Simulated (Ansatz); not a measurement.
BP, DFT, PBE, all-electron LAPW, scalar-relativistic (Ansatz 0.2.0), run on 1 thread of Intel(R) Xeon(R) Platinum 8488C (Sapphire Rapids) on a shared host.

The cell is COD entry 9008835, as deposited and not checked against the literature; nothing was relaxed. The listed cell was then made from it by scaling, straining or moving an atom.

Command: `ansatz run input.yaml --threads 1 --pin off --max-ram 3072MiB --backend cpu --events-out ev --progress --plain --runs-dir out`

```yaml
crystal:
  lattice:
    - [0.0, 2.269, 2.29169]
    - [2.269, 0.0, 2.29169]
    - [2.269, 2.269, 0.0]
  atoms:
    - { symbol: B, position: [0.0, 0.0, 0.0] }
    - { symbol: P, position: [0.75, 0.75, 0.75] }
kpoints:
  mp_grid: { grid: [15, 15, 15] }
  band_path:
    path:
      - [0.0, 0.0, 0.0]
      - [0.5, 0.0, 0.5]
      - [0.75, 0.25, 0.5]
      - [0.5, 0.5, 0.5]
      - [0.0, 0.0, 0.0]
      - [0.5, 0.5, 0.0]
      - [0.6274629938, 0.6274629938, 0.2549259876]
      - [0.3725370062, 0.3725370062, 0.7450740124]
      - [0.0, 0.0, 0.0]
    npoints: 5
scf:
  occupations: { method: fermi_dirac, width: 0.05 }
hamiltonian:
  xc: pbe
  pseudopotentials: { kind: all_electron, lapw: { basis_error: 0.001 } }
output:
  forces: true
  stress: true
  eigenvalues: true
```

Question: How large is the problem that the program sets up?

Answer: 288 irreducible k-points, 259 plane waves at Γ, 13 bands.

Question: About how long does it take, and how much memory does it use?

Answer: 22 s of wall time for 6 SCF iterations, with a peak of 0.43 GiB. Times on shared machines scatter by tens of per cent.
